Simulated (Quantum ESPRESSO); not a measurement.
# TiAl (P1) in Quantum ESPRESSO: convergence with wavefunction cutoff

Aim: find how far wavefunction cutoff must go before the results for TiAl settle, at PBE. This setting moves, with any that are tied to it; all else stays.

Everything below comes from runs of Quantum ESPRESSO 7.5. Logs are shortened: lines on timing, memory, paths and dates and some standing lists are left out, and cuts for length are marked.

## Step 1: The cell of the first run

The typed cell holds 2 atoms: a = 2.867 Å, b = 2.867 Å, c = 4.678 Å, α = 90.00°, β = 90.00°, γ = 120.00°.

The cell comes from a database or a generator and needn't be the stable form of this composition.

The cell isn't the ideal one: atoms moved at random, drawn with an rms of 0.02 Å.

## Step 2: With wavefunction cutoff 14 Ry

The input, pw.in:

```
&CONTROL
  calculation = 'scf'
  prefix = 'pwscf'
  outdir = './tmp'
  pseudo_dir = './pseudo'
  tprnfor = .true.
  tstress = .true.
  disk_io = 'nowf'
/
&SYSTEM
  ibrav = 0
  nat = 2
  ntyp = 2
  ecutwfc = 14
  ecutrho = 216
  nbnd = 13
  occupations = 'smearing'
  smearing = 'fd'
  degauss = 0.00999582
/
&ELECTRONS
  conv_thr = 4d-10
  electron_maxstep = 120
  mixing_beta = 0.5
/
ATOMIC_SPECIES
Ti    47.8670 Ti.GGA_PBE-JTH.UPF
Al    26.9815 Al.GGA_PBE-JTH.UPF
CELL_PARAMETERS angstrom
   2.8672622327    0.0000000000    0.0000000000
  -1.4336311163    2.4831219328    0.0000000000
   0.0000000000    0.0000000000    4.6780830000
ATOMIC_POSITIONS crystal
Ti     0.0027400000    0.0025360000   -0.0028830000
Al     0.3339870000    0.6666540000    0.5028600000
K_POINTS automatic
11 11 6 0 0 0
```

Potentials or basis: JTH 2.0 PBE.

Launch:

```console
$ OMP_NUM_THREADS=1 pw.x -in pw.in > pw.out
```

It took 15 s on 1 thread of Arm Neoverse V2, shared host; peak memory 0.08 GiB.

Results:

```
Free energy            : -3034.3488 eV
Pressure               : -75.8 GPa
Largest force          : 0.199 eV/Å
Band gap on the k mesh : none (metal or under the smearing width)
```

## Step 3: With wavefunction cutoff 18 Ry

Edit pw.in of step 2 so:

```diff
@@ -13,3 +13,3 @@
   ntyp = 2
-  ecutwfc = 14
+  ecutwfc = 18
   ecutrho = 216
```

Potentials or basis: JTH 2.0 PBE.

Launch:

```console
$ OMP_NUM_THREADS=1 pw.x -in pw.in > pw.out
```

Run time: 17 s. Hardware: 1 thread of Arm Neoverse V2, shared host; peak memory 0.09 GiB.

Results:

```
Free energy            : -3037.1654 eV
Pressure               : -9.4 GPa
Largest force          : 0.184 eV/Å
Band gap on the k mesh : none (metal or under the smearing width)
```

## Step 4: With wavefunction cutoff 22 Ry

Edit pw.in of step 3 so:

```diff
@@ -13,3 +13,3 @@
   ntyp = 2
-  ecutwfc = 18
+  ecutwfc = 22
   ecutrho = 216
```

Launch:

```console
$ OMP_NUM_THREADS=1 pw.x -in pw.in > pw.out
```

Wall time 32 s (1 thread of Arm Neoverse V2, shared host); peak memory 0.09 GiB.

What came out:

| Quantity | Value |
| --- | --- |
| Free energy | -3037.4207 eV |
| Pressure | 0.0 GPa |
| Largest force | 0.187 eV/Å |
| Band gap on the k mesh | none (metal or under the smearing width) |

## Step 5: With wavefunction cutoff 25 Ry

Edit pw.in of step 4 so:

```diff
@@ -13,3 +13,3 @@
   ntyp = 2
-  ecutwfc = 22
+  ecutwfc = 25
   ecutrho = 216
```

Launch:

```console
$ OMP_NUM_THREADS=1 pw.x -in pw.in > pw.out
```

It took 35 s on 1 thread of Arm Neoverse V2, shared host; peak memory 0.1 GiB.

Results:

* Free energy: -3037.4361 eV
* Pressure: 0.7 GPa
* Largest force: 0.187 eV/Å
* Band gap on the k mesh: none (metal or under the smearing width)

## Step 6: With wavefunction cutoff 29 Ry

Edit pw.in of step 5 so:

```diff
@@ -13,4 +13,4 @@
   ntyp = 2
-  ecutwfc = 25
-  ecutrho = 216
+  ecutwfc = 29
+  ecutrho = 232
   nbnd = 13
```

Potentials or basis: JTH 2.0 PBE.

Launch:

```console
$ OMP_NUM_THREADS=1 pw.x -in pw.in > pw.out
```

Run time: 30 s. Hardware: 1 thread of Arm Neoverse V2, shared host; peak memory 0.12 GiB.

The run converged. Its results:

* Free energy: -3037.4391 eV
* Pressure: 0.7 GPa
* Largest force: 0.187 eV/Å
* Band gap on the k mesh: none (metal or under the smearing width)

## Step 7: With wavefunction cutoff 32 Ry

Edit pw.in of step 6 so:

```diff
@@ -13,4 +13,4 @@
   ntyp = 2
-  ecutwfc = 29
-  ecutrho = 232
+  ecutwfc = 32
+  ecutrho = 256
   nbnd = 13
```

Launch:

```console
$ OMP_NUM_THREADS=1 pw.x -in pw.in > pw.out
```

It took 32 s on 1 thread of Arm Neoverse V2, shared host; peak memory 0.13 GiB.

Results (log left out):

```yaml
Free_energy: -3037.4411 eV
Pressure: 0.7 GPa
Largest_force: 0.187 eV/Å
Band_gap_on_the_k_mesh: none (metal or under the smearing width)
```

## Step 8: With wavefunction cutoff 36 Ry

Edit pw.in of step 7 so:

```diff
@@ -13,4 +13,4 @@
   ntyp = 2
-  ecutwfc = 32
-  ecutrho = 256
+  ecutwfc = 36
+  ecutrho = 288
   nbnd = 13
```

Launch:

```console
$ OMP_NUM_THREADS=1 pw.x -in pw.in > pw.out
```

It took 60 s on 1 thread of Arm Neoverse V2, shared host; peak memory 0.15 GiB.

It converged, with:

```yaml
Free_energy: -3037.4432 eV
Pressure: 0.7 GPa
Largest_force: 0.187 eV/Å
Band_gap_on_the_k_mesh: none (metal or under the smearing width)
```

## Step 9: With wavefunction cutoff 43 Ry

Edit pw.in of step 8 so:

```diff
@@ -13,4 +13,4 @@
   ntyp = 2
-  ecutwfc = 36
-  ecutrho = 288
+  ecutwfc = 43
+  ecutrho = 344
   nbnd = 13
```

Potentials or basis: JTH 2.0 PBE.

Launch:

```console
$ OMP_NUM_THREADS=1 pw.x -in pw.in > pw.out
```

Run time: 72 s. Hardware: 1 thread of Arm Neoverse V2, shared host; peak memory 0.2 GiB.

Results (log left out):

| Item | Value |
| --- | --- |
| Free energy | -3037.4448 eV |
| Pressure | 0.7 GPa |
| Largest force | 0.187 eV/Å |
| Band gap on the k mesh | none (metal or under the smearing width) |

## Step 10: With wavefunction cutoff 54 Ry

Edit pw.in of step 9 so:

```diff
@@ -13,4 +13,4 @@
   ntyp = 2
-  ecutwfc = 43
-  ecutrho = 344
+  ecutwfc = 54
+  ecutrho = 432
   nbnd = 13
```

Potentials or basis: JTH 2.0 PBE.

Launch:

```console
$ OMP_NUM_THREADS=1 pw.x -in pw.in > pw.out
```

pw.out:

```text
This program is part of the open-source Quantum ESPRESSO suite
     for quantum simulation of materials; please cite
         "P. Giannozzi et al., J. Phys.:Condens. Matter 21 395502 (2009);
         "P. Giannozzi et al., J. Phys.:Condens. Matter 29 465901 (2017);
         "P. Giannozzi et al., J. Chem. Phys. 152 154105 (2020);
     in publications or presentations arising from this work. More details at

     file Ti.GGA_PBE-JTH.UPF: wavefunction(s)  4S 3P 0P 3D 0D renormalized
     file Al.GGA_PBE-JTH.UPF: wavefunction(s)  3S 0S 3P 0P renormalized

     G-vector sticks info
     --------------------
     sticks:   dense  smooth     PW     G-vecs:    dense   smooth      PW
     Sum         859     433    139                33989    12065    2069

     Using Slab Decomposition

     bravais-lattice index     =            0
     lattice parameter (alat)  =       5.4183  a.u.
     unit-cell volume          =     224.7657 (a.u.)^3
     number of atoms/cell      =            2
     number of atomic types    =            2
     number of electrons       =        15.00
     number of Kohn-Sham states=           13
     kinetic-energy cutoff     =      54.0000  Ry
     charge density cutoff     =     432.0000  Ry
     scf convergence threshold =      4.0E-10
     mixing beta               =       0.5000
     number of iterations used =            8  plain     mixing
     Exchange-correlation= SLA PW PBX PBC
                           (   1   4   3   4   0   0   0)

     celldm(1)=   5.418340  celldm(2)=   0.000000  celldm(3)=   0.000000
     celldm(4)=   0.000000  celldm(5)=   0.000000  celldm(6)=   0.000000

     crystal axes: (cart. coord. in units of alat)
               a(1) = (   1.000000   0.000000   0.000000 )
               a(2) = (  -0.500000   0.866025   0.000000 )
               a(3) = (   0.000000   0.000000   1.631550 )

     reciprocal axes: (cart. coord. in units 2 pi/alat)
               b(1) = (  1.000000  0.577350 -0.000000 )
               b(2) = (  0.000000  1.154701  0.000000 )
               b(3) = (  0.000000 -0.000000  0.612914 )

     PseudoPot. # 1 for Ti read from file:
     Ti.GGA_PBE-JTH.UPF
     Pseudo is Projector augmented-wave + core cor, Zval = 12.0
     Generated using ATOMPAW code
     Shape of augmentation charge: BESSEL
     Using radial grid of 1024 points,  6 beta functions with:
                l(1) =   0
                l(2) =   0
                l(3) =   1
                l(4) =   1
                l(5) =   2
                l(6) =   2
     Q(r) pseudized with 0 coefficients

     PseudoPot. # 2 for Al read from file:
     Al.GGA_PBE-JTH.UPF
     Pseudo is Projector augmented-wave + core cor, Zval =  3.0
     Generated using ATOMPAW code
     Shape of augmentation charge: SINC**2
     Using radial grid of  982 points,  4 beta functions with:
                l(1) =   0
                l(2) =   0
                l(3) =   1
                l(4) =   1
     Q(r) pseudized with 0 coefficients

     atomic species   valence    mass     pseudopotential
     Ti               12.00    47.86700     Ti( 1.00)
     Al                3.00    26.98150     Al( 1.00)

     No symmetry found

   Cartesian axes

     site n.     atom                  positions (alat units)
         1        Ti     tau(   1) = (   0.0014720   0.0021962  -0.0047038  )
         2        Al     tau(   2) = (   0.0006600   0.5773393   0.8204415  )

     number of k points=   364  Fermi-Dirac smearing, width (Ry)=  0.0100

     Number of k-points >= 100: set verbosity='high' to print them.

     Dense  grid:    33989 G-vectors     FFT dimensions: (  36,  36,  60)

     Smooth grid:    12065 G-vectors     FFT dimensions: (  25,  25,  45)

     Check: negative core charge=   -0.000009

     Initial potential from superposition of free atoms

     starting charge      14.9938, renormalised to      15.0000

     negative rho (up, down):  5.200E-04 0.000E+00
     Starting wfcs are   26 randomized atomic wfcs

     Self-consistent Calculation

     iteration #  1     ecut=    54.00 Ry     beta= 0.50
     Davidson diagonalization with overlap
     ethr =  1.00E-02,  avg # of iterations =  3.4

     negative rho (up, down):  5.848E-04 0.000E+00

     total energy              =    -223.11595616 Ry
     estimated scf accuracy    <       0.44472213 Ry

     iteration #  2     ecut=    54.00 Ry     beta= 0.50
     Davidson diagonalization with overlap
     ethr =  2.96E-03,  avg # of iterations =  3.7

     negative rho (up, down):  5.752E-04 0.000E+00

     total energy              =    -223.13905645 Ry
     estimated scf accuracy    <       0.97402048 Ry

     iteration #  3     ecut=    54.00 Ry     beta= 0.50
     Davidson diagonalization with overlap
     ethr =  2.96E-03,  avg # of iterations =  1.9

     negative rho (up, down):  6.431E-04 0.000E+00

     total energy              =    -223.25502516 Ry
     estimated scf accuracy    <       0.02022083 Ry

     iteration #  4     ecut=    54.00 Ry     beta= 0.50
     Davidson diagonalization with overlap
     ethr =  1.35E-04,  avg # of iterations =  3.5

     negative rho (up, down):  6.946E-04 0.000E+00

     total energy              =    -223.24804282 Ry
     estimated scf accuracy    <       0.00176288 Ry

     iteration #  5     ecut=    54.00 Ry     beta= 0.50
     Davidson diagonalization with overlap
     c_bands:  1 eigenvalues not converged
     ethr =  1.18E-05,  avg # of iterations =  5.4

     negative rho (up, down):  6.628E-04 0.000E+00

     total energy              =    -223.24803916 Ry
     estimated scf accuracy    <       0.00031206 Ry

     iteration #  6     ecut=    54.00 Ry     beta= 0.50
     Davidson diagonalization with overlap
     ethr =  2.08E-06,  avg # of iterations =  3.9

     negative rho (up, down):  6.077E-04 0.000E+00

     total energy              =    -223.24812013 Ry
     estimated scf accuracy    <       0.00001288 Ry

     iteration #  7     ecut=    54.00 Ry     beta= 0.50
     Davidson diagonalization with overlap
     ethr =  8.59E-08,  avg # of iterations =  3.2

     negative rho (up, down):  5.921E-04 0.000E+00

     total energy              =    -223.24812441 Ry
     estimated scf accuracy    <       0.00000235 Ry

     iteration #  8     ecut=    54.00 Ry     beta= 0.50
     Davidson diagonalization with overlap
     ethr =  1.57E-08,  avg # of iterations =  2.5

     negative rho (up, down):  5.863E-04 0.000E+00

     total energy              =    -223.24812512 Ry
     estimated scf accuracy    <       0.00000020 Ry

     iteration #  9     ecut=    54.00 Ry     beta= 0.50
     Davidson diagonalization with overlap
     ethr =  1.30E-09,  avg # of iterations =  3.5

     negative rho (up, down):  5.826E-04 0.000E+00

     total energy              =    -223.24812516 Ry
     estimated scf accuracy    <       0.00000004 Ry

     iteration # 10     ecut=    54.00 Ry     beta= 0.50
     Davidson diagonalization with overlap
     ethr =  2.92E-10,  avg # of iterations =  2.4

     negative rho (up, down):  5.815E-04 0.000E+00

     total energy              =    -223.24812517 Ry
     estimated scf accuracy    <       0.00000002 Ry

     iteration # 11     ecut=    54.00 Ry     beta= 0.50
     Davidson diagonalization with overlap
     ethr =  1.22E-10,  avg # of iterations =  1.4

     negative rho (up, down):  5.811E-04 0.000E+00

     End of self-consistent calculation

     Number of k-points >= 100: set verbosity='high' to print the bands.

     the Fermi energy is    10.6056 ev

!    total energy              =    -223.24812517 Ry
     total all-electron energy =      -223.248125 Ry
     estimated scf accuracy    <          8.1E-11 Ry
     smearing contrib. (-TS)   =      -0.01000716 Ry
     internal energy E=F+TS    =    -223.23811801 Ry

     The total energy is F=E-TS. E is the sum of the following terms:
     one-electron contribution =     -62.07169133 Ry
     hartree contribution      =      35.08730697 Ry
     xc contribution           =     -17.83196421 Ry
     ewald contribution        =     -76.57964706 Ry
     one-center paw contrib.   =    -101.84212237 Ry

     convergence has been achieved in  11 iterations

     negative rho (up, down):  5.811E-04 0.000E+00

     Forces acting on atoms (cartesian axes, Ry/au):

     atom    1 type  1   force =    -0.00017735   -0.00049867    0.00724605
     atom    2 type  2   force =     0.00017735    0.00049867   -0.00724605

     Total force =     0.010275     Total SCF correction =     0.000027

     Computing stress (Cartesian axis) and pressure

     negative rho (up, down):  5.811E-04 0.000E+00
          total   stress  (Ry/bohr**3)                   (kbar)     P=        6.70
   0.00009477  -0.00000225  -0.00000014           13.94       -0.33       -0.02
  -0.00000225   0.00010689  -0.00000045           -0.33       15.72       -0.07
  -0.00000014  -0.00000045  -0.00006493           -0.02       -0.07       -9.55

=------------------------------------------------------------------------------=
   JOB DONE.
=------------------------------------------------------------------------------=
```

Run time: 89 s. Hardware: 1 thread of Arm Neoverse V2, shared host; peak memory 0.26 GiB.

What came out:

```yaml
Free_energy: -3037.4455 eV
Pressure: 0.7 GPa
Largest_force: 0.187 eV/Å
Band_gap_on_the_k_mesh: none (metal or under the smearing width)
```

## Step 11: Summary

```
wavefunction cutoff  energy less the tightest run, at zero smearing (meV/atom)  pressure (GPa)  largest force (eV/Å)  SCF cycles  CPU time (s)  peak memory (GiB)
              14 Ry                                                    1545.50          -75.81                 0.199          11            15               0.08
              18 Ry                                                     139.85           -9.35                 0.184          11            17               0.09
              22 Ry                                                      12.38           -0.04                 0.187          11            32               0.09
              25 Ry                                                       4.71            0.72                 0.187          11            35                0.1
              29 Ry                                                       3.17            0.68                 0.187          11            30               0.12
              32 Ry                                                       2.19            0.67                 0.187          11            32               0.13
              36 Ry                                                       1.15            0.67                 0.187          11            60               0.15
              43 Ry                                                       0.33            0.73                 0.187          11            72                0.2
              54 Ry                                                       0.00            0.67                 0.187          11            89               0.26
```

Against the tightest run, the energy stays within 1 meV/atom from 43 Ry on; the pressure stays within 0.1 GPa from 25 Ry on; the largest force stays within 0.005 eV/Å from 18 Ry on. The tightest run that finished is the yardstick and may itself not be fully converged.
